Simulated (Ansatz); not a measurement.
The system is ZnS (Wurtzite-2H).

```xyz
4
Lattice="3.8110 0.0000 0.0000 -1.9055 3.3004 0.0000 0.0000 0.0000 6.2340" Properties=species:S:1:pos:R:3 pbc="T T T"
Zn    1.9055    1.1001    3.1170
Zn    0.0000    2.2003    0.0000
S     1.9055    1.1001    5.5171
S     0.0000    2.2003    2.4001
```

```yaml
Program: Ansatz 0.2.0
Task: relaxation of cell and atoms
Functional: BLYP
Dispersion: D3(BJ)
Potentials_or_basis: Ansatz PAW
Cutoff: "420 eV (not typed: the program's choice for these potentials)"
k_mesh: 8 × 8 × 5
Occupations: fermi-dirac, width 0.05 eV
Spin: no spin polarisation
```

At the start: volume 19.60 Å³/atom.

Question: How do energy, volume and symmetry change on relaxing?

Answer: It ends after 5 steps and the volume is 19.55 Å³/atom (-0.2 %); space group P6_3mc (No. 186, to 0.05 Å).

The path:
```tsv
step	energy change (eV)	largest force (eV/Å)	volume (Å³)
1	0.0000	0.3469	78.41
2	-0.0138	0.2457	78.34
3	-0.0238	0.0817	78.02
4	-0.0253	0.0001	78.22
5	-0.0252	0.0000	78.22
```

Final structure:
```
Zn S
1.0
     3.79829    0.00000    0.00000
    -1.89915    3.28942    0.00000
     0.00000    0.00000    6.26021
Zn S
2 2
Direct
  0.66667 0.33333 0.50605
  0.33333 0.66667 0.00605
  0.66667 0.33333 0.87895
  0.33333 0.66667 0.37895
```

Caveat: the plane-wave basis is chosen anew once the cell has moved, so the energies of steps on either side of that aren't comparable; the PAW data sets come from PBE, with cores solved anew for the run's functional, which leaves a small shift of forces and pressure.
